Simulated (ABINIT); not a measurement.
Wanted: the native input for an ABINIT 10.8.3 (patched build) run.

- Task: single point
- Functional: LDA
- Potentials or basis: JTH PAW LDA v2.0
- Cutoff: 408 eV
- k mesh: 7 × 7 × 7
- Occupations: fermi-dirac, width 0.05 eV
- Spin: no spin polarisation
- Fine-grid cutoff: 816.342 eV

Crystal: Sn.

```xyz
2
Lattice="-2.9401 2.9401 1.5993 2.9401 -2.9401 1.5993 2.9401 2.9401 -1.5993" Properties=species:S:1:pos:R:3 pbc="T T T"
Sn    0.0000    0.0000    0.0000
Sn    0.0000    2.9401    0.7997
```

The input as run:

run.abi

```
# Pseudopotentials
pp_dirpath "./"
pseudos "Sn.LDA_PW-JTH.xml"

# Structure
acell 8.4186437008 8.4186437008 8.4186437008
rprim
    -0.6599709438     0.6599709438     0.3589940205
     0.6599709438    -0.6599709438     0.3589940205
     0.6599709438     0.6599709438    -0.3589940205
ntypat 1
znucl 50
natom 2
typat 1 1
xred
     0.0000000000     0.0000000000     0.0000000000
     0.7500000000     0.2500000000     0.5000000000

# Plane-wave basis
ecut 15.0
pawecutdg 30.0

# k points
kptopt 1
ngkpt 7 7 7
nshiftk 1
shiftk 0.0 0.0 0.0

# Exchange and correlation
ixc 7

# Bands and occupations
nband 18
occopt 3
tsmear 0.05 eV

# SCF cycle
nstep 100
tolvrs 1.0e-9

# Output
iomode 3
prtwf 0
prteig 0
prtebands 0
enunit 2
prtden 1
prtvha 1
prtvclmb 1
prtpot 1
```

Potentials or basis: JTH PAW LDA v2.0.

Run with:

```console
$ abinit run.abi > log 2>&1
```

Results of the run:

| Item | Value |
| --- | --- |
| Band gap on the k mesh | none (metal or under the smearing width) |
| Valence electrons inside the program's atomic spheres | Sn 11.92 (radii [1.3287] Å) |

Run time: 22 s on 1 thread of Intel(R) Xeon(R) Processor @ 2.70GHz (shared host), peak memory 0.1 GiB.
